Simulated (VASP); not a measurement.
## SnS: relaxation of cell and atoms with PBEsol

Crystal: SnS.

```xyz
8
Lattice="11.2000 0.0000 0.0000 0.0000 3.9870 0.0000 0.0000 0.0000 4.3340" Properties=species:S:1:pos:R:3 pbc="T T T"
Sn    1.3373    0.9968    0.5192
Sn    4.2627    2.9903    2.6862
Sn    6.9373    0.9968    1.6478
Sn    9.8627    2.9903    3.8148
S     9.5290    0.9968    2.0773
S     7.2710    2.9903    4.2443
S     3.9290    0.9968    0.0897
S     1.6710    2.9903    2.2567
```

```
Program                : VASP 6.6.1
Task                   : relaxation of cell and atoms
Functional             : PBEsol
Potentials or basis    : VASP PAW PBE potentials, release 64 (Sn_d, S)
Cutoff                 : 600 eV
k mesh                 : 4 × 8 × 6
Occupations            : gaussian, width 0.03 eV
Spin                   : no spin polarisation
Further INCAR settings : ALGO = Normal; EDIFF = 1e-06; IBRION = 2; EDIFFG = -0.01; NSW = 90; ISIF = 3
```

```
Relaxed volume                         : 23.42 Å³/atom
Relaxed cell                           : a = 11.083 Å, b = 3.984 Å, c = 4.242 Å, α = 90.00°, β = 90.00°, γ = 90.00°
Space group after relaxing (to 0.05 Å) : Pnma (No. 62)
Energy gained by relaxing              : 3.3 meV/atom
Ionic steps                            : 17
Pressure after relaxing                : 0.0 GPa
Largest force after relaxing           : 0.009 eV/Å
Band gap on the k mesh                 : 0.77 eV, indirect (least direct gap 1.08 eV)
```

Forces in eV/Å, atoms in the order of the input:
```
Sn  -0.003  0.000 -0.009
Sn   0.003  0.000 -0.009
Sn  -0.003  0.000  0.009
Sn   0.003  0.000  0.009
S    0.001  0.000  0.002
S   -0.001  0.000  0.002
S    0.001  0.000 -0.002
S   -0.001  0.000 -0.002
```

Stress tensor (GPa, compression positive):
```
 0.04  0.00  0.00
 0.00 -0.05  0.00
 0.00  0.00 -0.01
```

Step by step:
```tsv
step	energy change (eV)	largest force (eV/Å)	pressure (GPa)	volume (Å³)
1	0.0000	0.0741	-0.79	193.53
2	-0.0097	0.1417	0.13	190.21
3	-0.0097	0.1445	0.17	190.10
4	-0.0166	0.0946	0.11	189.32
5	-0.0225	0.0337	0.02	187.85
6	-0.0226	0.0383	0.03	187.65
7	-0.0247	0.0292	-0.04	187.49
8	-0.0246	0.0292	-0.03	187.48
9	-0.0254	0.0155	0.05	187.24
10	-0.0255	0.0152	0.09	187.09
11	-0.0257	0.0241	-0.09	187.58
12	-0.0258	0.0208	-0.02	187.43
13	-0.0258	0.0204	-0.05	187.45
14	-0.0259	0.0183	-0.02	187.43
15	-0.0260	0.0166	-0.01	187.41
16	-0.0262	0.0091	0.02	187.33
17	-0.0262	0.0094	-0.01	187.35
```

Final structure:
```
CELL_PARAMETERS angstrom
11.08297 0.00000 0.00000
0.00000 3.98446 0.00000
0.00000 0.00000 4.24249
ATOMIC_POSITIONS crystal
Sn 0.11831 0.25000 0.11342
Sn 0.38169 0.75000 0.61342
Sn 0.61831 0.25000 0.38658
Sn 0.88169 0.75000 0.88658
S 0.85349 0.25000 0.47308
S 0.64651 0.75000 0.97308
S 0.35349 0.25000 0.02692
S 0.14651 0.75000 0.52692
```

Levels at points of the mesh, in eV from the valence-band top:
```tsv
k point	band 38	band 39	band 40	band 41	band 42	band 43
(0.00, 0.00, 0.00)	-1.25	-0.82	-0.68	0.77	2.96	3.00
(0.50, 0.00, 0.00)	-2.22	-0.70	-0.70	2.61	2.61	2.78
(0.00, 0.50, 0.00)	-1.02	-0.78	-0.78	1.10	1.10	1.70
(0.50, 0.50, 0.00)	-1.01	-1.01	-1.01	1.58	1.58	1.58
(0.00, 0.00, 0.50)	-0.94	-0.09	-0.09	1.41	1.41	1.88
(0.50, 0.00, 0.50)	-0.70	0.00	0.00	1.30	1.30	1.83
(0.00, 0.50, 0.50)	-2.57	-1.56	-1.56	2.75	2.75	3.02
(0.50, 0.50, 0.50)	-1.75	-1.75	-1.75	2.56	2.56	2.56
```

Wall time 27 min on 2 MPI ranks on AMD EPYC 9R45 (Zen 5), on a shared host, peak memory 0.65 GiB a rank.

Caveat: the PAW data sets were made with another functional, which shifts forces and pressure a little; spin-orbit coupling is left out, which moves the levels of the heavy elements. A k mesh can miss the band edges.
